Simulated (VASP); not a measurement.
# P (R-3m) in VASP: a series of runs, part 3 of 3

VASP 6.6.1. Earlier steps stand in the parts before.

## (6) Relaxation of shape and atoms at fixed volume, PBEsol+D3(BJ) (a relaxed cell with its volume scaled by 1.09)

INCAR reads:

```
PREC = Accurate ; ENCUT = 520
EDIFF = 1E-7 ; ISMEAR = 0
SIGMA = 0.02 ; LREAL = F
LASPH = T ; NELM = 60
ALGO = Fast ; ISIF = 4
LWAVE = F ; LCHARG = F
GGA = PS ; IVDW = 12
IBRION = 2 ; NSW = 80
EDIFFG = -0.002
```

KPOINTS reads:

```
regular mesh
0
Gamma
  15 15 15
```

POSCAR reads:

```
P                                       
1.0
    1.7466195896      1.0084112927      2.8569909406
   -1.7466195896      1.0084112927      2.8569909406
    0.0000000000     -2.0168225764      2.8569909409
  P             
     2
Direct
     0.2412978559540520    0.2412978559540520    0.2412978559536256
     0.7587021440459480    0.7587021440459480    0.7587021440463744
```

Potentials or basis: VASP PAW PBE potentials, release 64 (P).

On the command line:

```
$ cat potpaw_PBE.64/P/POTCAR > POTCAR
$ mpirun -np 1 vasp_std > vasp.out
```

OUTCAR:

```text
PREC = Accurate
   ENCUT = 520
   EDIFF = 1E-7
   ISMEAR = 0
   LREAL = F
   LASPH = T
   NELM = 60
   ISIF = 4
   GGA = PS
   IVDW = 12
   IBRION = 2
   NSW = 80
   EDIFFG = -0.002
 IVDW          = 12

 ion  position               nearest neighbor table
   1  0.241  0.241  0.241-   2 2.39   2 2.39   2 2.39   2 2.56   2 2.56   2 2.56
   2  0.759  0.759  0.759-   1 2.39   1 2.39   1 2.39   1 2.56   1 2.56   1 2.56

  LATTYP: Found a trigonal (rhomboedric) cell.
 ALAT       =     3.4971374810
 COS(alpha) =     0.5011140909

  Lattice vectors:

 A1 = (   1.7466195896,   1.0084112927,   2.8569909406)
 A2 = (  -1.7466195896,   1.0084112927,   2.8569909406)
 A3 = (   0.0000000000,  -2.0168225764,   2.8569909409)

Analysis of symmetry for initial positions (statically):
=====================================================================
 Subroutine PRICEL returns:
 Original cell was already a primitive cell.

 Routine SETGRP: Setting up the symmetry group for a
 trigonal (rhombohedral) supercell.

 Subroutine GETGRP returns: Found 12 space group operations
 (whereof 12 operations were pure point group operations)
 out of a pool of 12 trial point group operations.

The static configuration has the point symmetry D_3d.

Analysis of symmetry for dynamics (positions and initial velocities):
=====================================================================
 Subroutine PRICEL returns:
 Original cell was already a primitive cell.

 Routine SETGRP: Setting up the symmetry group for a
 trigonal (rhombohedral) supercell.

 Subroutine GETGRP returns: Found 12 space group operations
 (whereof 12 operations were pure point group operations)
 out of a pool of 12 trial point group operations.

The dynamic configuration has the point symmetry D_3d.

 Subroutine INISYM returns: Found 12 space group operations
 (whereof 12 operations are pure point group operations),
 and found     1 'primitive' translations

----------------------------------------------------------------------------------------

                                     Primitive cell

  volume of cell :      30.1923

  direct lattice vectors                    reciprocal lattice vectors
     1.746619590  1.008411293  2.856990941     0.286267258  0.165276478  0.116672870
    -1.746619590  1.008411293  2.856990941    -0.286267258  0.165276478  0.116672870
     0.000000000 -2.016822576  2.856990941     0.000000000 -0.330552957  0.116672871

  length of vectors
     3.497137481  3.497137481  3.497137478     0.350539321  0.350539321  0.350539321

  position of ions in fractional coordinates (direct lattice)
     0.241297856  0.241297856  0.241297856
     0.758702144  0.758702144  0.758702144

  ion indices of the primitive-cell ions
   primitive index   ion index
                 1           1
                 2           2

----------------------------------------------------------------------------------------

 KPOINTS: regular mesh

Automatic generation of k-mesh.
 Grid dimensions read from file:
 generate k-points for:   15   15   15

 Generating k-lattice:

  Cartesian coordinates                     Fractional coordinates (reciprocal lattice)
     0.019084484  0.011018432  0.007778191     0.066666667 -0.000000000  0.000000000
    -0.019084484  0.011018432  0.007778191    -0.000000000  0.066666667  0.000000000
     0.000000000 -0.022036864  0.007778191     0.000000000  0.000000000  0.066666667

  Length of vectors
     0.023369288  0.023369288  0.023369288

  Shift w.r.t. Gamma in fractional coordinates (k-lattice)
     0.000000000  0.000000000  0.000000000

 Subroutine IBZKPT returns following result:
 ===========================================

 Found    344 irreducible k-points:

 Following reciprocal coordinates:
            Coordinates               Weight
  0.000000  0.000000  0.000000      1.000000
  0.066667  0.000000 -0.000000      6.000000
  0.133333 -0.000000  0.000000      6.000000
  0.200000  0.000000  0.000000      6.000000
  0.266667 -0.000000  0.000000      6.000000
  0.333333  0.000000  0.000000      6.000000
[... 16 lines left out ...]
  0.133333  0.133333 -0.000000      6.000000
  0.200000  0.133333  0.000000     12.000000
 [... further k-points ...]
   k-points           NKPTS =    344   k-points in BZ     NKDIM =    344   number of bands    NBANDS=      9
   number of dos      NEDOS =    301   number of ions     NIONS =      2
   total plane-waves  NPLWV =  21952
   dimension x,y,z NGX =    28 NGY =   28 NGZ =   28
   dimension x,y,z NGXF=    56 NGYF=   56 NGZF=   56
   ions per type =               2
   NGX,Y,Z   is equivalent  to a cutoff of  13.31, 13.31, 13.31 a.u.
   NGXF,Y,Z  is equivalent  to a cutoff of  26.62, 26.62, 26.62 a.u.
 SYSTEM =  unknown system
   PREC   = accura    normal or accurate (medium, high low for compatibility)
   ISTART =      0    job   : 0-new  1-cont  2-samecut
   ICHARG =      2    charge: 1-file 2-atom 10-const
   ISPIN  =      1    spin polarized calculation?
   LNONCOLLINEAR =      F non collinear calculations
   LSORBIT =      F    spin-orbit coupling
   LASPH  =      T    aspherical Exc in radial PAW
   ENCUT  =  520.0 eV  38.22 Ry    6.18 a.u.   6.50  6.50  6.50*2*pi/ulx,y,z
   NELM   =     60;   NELMIN=  2; NELMDL= -5     # of ELM steps
   EDIFF  = 0.1E-06   stopping-criterion for ELM
   LREAL  =      F    real-space projection
   EDIFFG = -.2E-02   stopping-criterion for IOM
   NSW    =     80    number of steps for IOM
   IBRION =      2    ionic relax: 0-MD 1-quasi-New 2-CG
   NFREE  =      1    steps in history (QN), initial steepest desc. (CG)
   ISIF   =      4    stress and relaxation
   ISYM   =      2    0-nonsym 1-usesym 2-fastsym
   POTIM  = 0.5000    time-step for ionic-motion
   TEBEG  =    0.0;   TEEND  =   0.0 temperature during run
   PSTRESS=    0.0 pullay stress
   NELECT =      10.0000    total number of electrons
   NUPDOWN=      -1.0000    fix difference up-down
   EMIN   =  10.00;   EMAX   =-10.00  energy-range for DOS
   EFERMI =   0.00;   METHOD = LEGACY
   ISMEAR =     0;   SIGMA  =   0.02  broadening in eV -4-tet -1-fermi 0-gaus
   EFERMI_NEDOS =   21; number of points for ismear=-14 and -15
   IALGO  =     68    algorithm
   IMIX   =      4    mixing-type and parameters
     AMIX     =   0.40;   BMIX     =  1.00
     AMIX_MAG =   1.60;   BMIX_MAG =  1.00
  volume/ion in A,a.u.               =      15.10       101.87
  Fermi-wavevector in a.u.,A,eV,Ry     =   1.132686  2.140466 17.455963  1.282977
  Thomas-Fermi vector in A             =   2.269387
   LORBIT       =      0    0 simple, 1 ext, 2 COOP (PROOUT), +10 PAW based schemes
   GGA     = PS    functional components
   LHFCALC =     F    Hartree Fock is set to
   AEXX    =    0.0000 exact exchange contribution
   IVDW    =    12    specifies the selected vdW correction
   LEPSILON=     F    determine dielectric tensor
   LRPA    =     F    only Hartree local field effects (RPA)
 conjugate gradient relaxation of ions
 non-spin polarized calculation
 RMM-DIIS sequential band-by-band and
 Gauss-broadening in eV      SIGMA  =   0.02
  energy-cutoff  :      520.00
  volume of cell :       30.19
 maximum number of plane-waves:       869
 NGX is ok and might be reduce to    28
   NGX = 13   NGY = 13   NGZ = 13

--------------------------------------- Ionic step        1  -------------------------------------------

 number of electron      10.0000000 magnetization

 number of electron       9.9999999 magnetization

 Free energy of the ion-electron system (eV)
  ---------------------------------------------------
  ext. energy  EPLUGINS =         0.00000000
  ---------------------------------------------------
  free energy    TOTEN  =       -11.54127156 eV

  energy without entropy =      -11.54114575  energy(sigma->0) =      -11.54120865

------------------------ aborting loop because EDIFF is reached ----------------------------------------

 Edisp (eV)   -0.74906

 E8    (eV) :    -0.4442
[... 311 lines left out ...]
--------------------------------------- Ionic step        9  -------------------------------------------

 number of electron      10.0000000 magnetization

 Free energy of the ion-electron system (eV)
  ---------------------------------------------------
  ext. energy  EPLUGINS =         0.00000000
  ---------------------------------------------------
  free energy    TOTEN  =       -11.58553062 eV

  energy without entropy =      -11.58546085  energy(sigma->0) =      -11.58549574

 E-fermi :   9.6230     XC(G=0): -11.1897

 val. band max:        9.6182208246   @ k =   0.4667   0.0667   0.0667
 cond. band min:       9.6273578917   @ k =   0.4667   0.3333   0.3333
 fundamental gap:      0.0091370671
 Fermi energy:         9.6229806625

 k-point     1 :       0.0000    0.0000    0.0000
  band No.  band energies     occupation
      1      -7.1908      2.00000
      2       6.8281      2.00000
      3       6.8765      2.00000
      4       6.8765      2.00000
      5       7.0682      2.00000
      6      11.7625      0.00000
      7      12.8537      0.00000
      8      12.8537      0.00000
      9      15.0573      0.00000
[... 265 lines left out ...]
 k-point    24 :       0.2000    0.1333    0.0000
  band No.  band energies     occupation
      1      -6.5381      2.00000
      2       3.6525      2.00000
      3       5.6183      2.00000
      4       6.0225      2.00000
      5       8.8971      2.00000
      6      11.1410      0.00000
      7      11.9606      0.00000
      8      13.7651      0.00000
      9      14.3054      0.00000

 [... further k-points ...]

------------------------ aborting loop because EDIFF is reached ----------------------------------------

 Edisp (eV)   -0.74927

 E8    (eV) :    -0.4443
[... 25 lines left out ...]
  FREE ENERGIE OF THE ION-ELECTRON SYSTEM (eV)
  ---------------------------------------------------
  free  energy   TOTEN  =       -12.3347962064 eV

  energy  without entropy=      -12.3347264369  energy(sigma->0) =      -12.33476132

 reached required accuracy - stopping structural energy minimisation
```

OSZICAR:

```text
N       E                     dE             d eps       ncg     rms          rms(c)
DAV:   1     0.217404779747E+02    0.21740E+02   -0.47836E+03  6200   0.969E+02
DAV:   2    -0.106597872011E+02   -0.32400E+02   -0.31550E+02  9382   0.128E+02
DAV:   3    -0.115581017515E+02   -0.89831E+00   -0.89070E+00  7859   0.230E+01
DAV:   4    -0.115634210227E+02   -0.53193E-02   -0.53148E-02  9071   0.187E+00
[... 67 lines left out ...]
   8 F= -.12334795E+02 E0= -.12334761E+02  d E =-.130276E-02
       N       E                     dE             d eps       ncg     rms          rms(c)
DAV:   1    -0.115855299600E+02    0.41403E-06   -0.14351E-04  6491   0.764E-02    0.604E-03
RMM:   2    -0.115855305241E+02   -0.56409E-06   -0.54136E-06  6190   0.210E-02    0.224E-03
RMM:   3    -0.115855306205E+02   -0.96366E-07   -0.56337E-07  5869   0.795E-03
   9 F= -.12334796E+02 E0= -.12334761E+02  d E =-.151917E-05
```

Run time: 10 min. Hardware: 1 thread of AMD EPYC 7R43 (Zen 3), shared host; peak memory 0.18 GiB.

Results:

| Item | Value |
| --- | --- |
| Free energy | -12.3348 eV |
| Energy gained by relaxing | 22.2 meV/atom |
| Ionic steps | 9 |
| Pressure after relaxing | -4.1 GPa |
| Band gap on the k mesh | none (metal or under the smearing width) |
| Dispersion energy per atom | -0.375 eV |

Step by step:
```tsv
step	energy change (eV)	largest force (eV/Å)	pressure (GPa)	volume (Å³)
1	0.0000	0.3611	-9.00	30.19
2	-0.0125	0.3200	-7.97	30.19
3	-0.0391	0.0356	-4.56	30.19
4	-0.0431	0.1457	-3.50	30.19
5	-0.0432	0.1254	-3.69	30.19
6	-0.0444	0.0190	-4.23	30.19
7	-0.0445	0.0005	-4.16	30.19
8	-0.0445	0.0042	-4.17	30.19
9	-0.0445	0.0006	-4.15	30.19
```

Final structure:
```xyz
2
Lattice="1.7208 0.9935 2.9432 -1.7208 0.9935 2.9432 0.0000 -1.9871 2.9432" Properties=species:S:1:pos:R:3 pbc="T T T"
P     0.0000    0.0000    2.0586
P     0.0000    0.0000    6.7710
```

Levels at points of the mesh, in eV from the Fermi level:
| k point | band 3 | band 4 | band 5 | band 6 | band 7 | band 8 |
| --- | --- | --- | --- | --- | --- | --- |
| (0.00, 0.00, 0.00) | -2.75 | -2.75 | -2.55 | 2.14 | 3.23 | 3.23 |

Caveat: the PAW data sets were made with another functional, which shifts forces and pressure a little; pairwise dispersion overbinds metals, which lowers pressure and volume.

## (7) Summary

```csv
cell,gap on the mesh (eV),pressure (GPa)
relaxed at fixed volume from: a relaxed cell with its volume scaled by 1.03,none,-2.6
relaxed at fixed volume from: a relaxed cell with its volume scaled by 0.94,none,8.4
relaxed at fixed volume from: a relaxed cell with its volume scaled by 1.06,none,-2.1
relaxed at fixed volume from: a relaxed cell with its volume scaled by 0.91,none,13.5
relaxed at fixed volume from: a relaxed cell with its volume scaled by 1.09,none,-4.1
```

Alike in all rows: task relaxation of shape and atoms at fixed volume; level PBEsol+D3(BJ); potentials or basis VASP PAW PBE potentials, release 64 (P); no spin polarisation; k mesh 15 × 15 × 15; cutoff (eV) 520; smearing gaussian 0.02 eV.

Caveats: the PAW data sets were made with another functional, which shifts forces and pressure a little; pairwise dispersion overbinds metals, which lowers pressure and volume.

Absolute energies hang on the potentials; compare differences alone.
